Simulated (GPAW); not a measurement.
CuO:

```xyz
2
Lattice="2.8363 0.0000 0.0000 -1.4182 2.4563 0.0000 0.0000 0.0000 2.7681" Properties=species:S:1:pos:R:3 pbc="T T T"
Cu    0.0000    0.0000    0.0000
O     1.4182    0.8188    1.3841
```

Measurements of this composition are mostly on another form, of space group No. 15.

- Program: GPAW 26.7.0
- Task: relaxation of cell and atoms
- Functional: PBEsol
- Dispersion: D3(BJ)
- Potentials or basis: PAW data sets generated in the run's folder for this functional
- Cutoff: 800 eV
- Basis: pw
- k mesh: 8 × 8 × 7
- Occupations: fermi-dirac, width 0.05 eV
- Spin: no spin polarisation

At the start: pressure -11.9 GPa; volume 9.64 Å³/atom.

Q: How do energy, volume and symmetry change on relaxing?

A: Over 8 steps the energy falls by 27.2 meV/atom and the volume is 9.09 Å³/atom (-5.8 %); space group P-6m2 (No. 187, to 0.05 Å).

The path:
```tsv
step	energy change (eV)	largest force (eV/Å)	pressure (GPa)	volume (Å³)
1	0.0000	0.0000	-11.91	19.29
2	-0.0219	0.0000	-9.33	18.99
3	-0.0511	0.0000	1.80	17.98
4	-0.0523	0.0000	0.55	18.08
5	-0.0530	0.0000	0.10	18.13
6	-0.0543	0.0000	-0.51	18.20
7	-0.0545	0.0000	-0.29	18.19
8	-0.0544	0.0000	-0.04	18.18
```

Final structure:
```
Cu O
1.0
     2.81395    0.00000    0.00000
    -1.40698    2.43696    0.00000
     0.00000    0.00000    2.65050
Cu O
1 1
Direct
  0.00000 0.00000 0.00000
  0.66667 0.33333 0.50000
```

Caveat: with this Cu data set, volumes or pressures lay over 1.5 % or 2 GPa off other programs in two to four cells of ten; later steps reuse the first step's grids; an odd number of electrons without spin polarisation forces a metal; a magnetic or distorted state may lie lower; the run has no spin polarisation, though such a crystal can be magnetic; pairwise dispersion overbinds metals, which lowers pressure and volume.
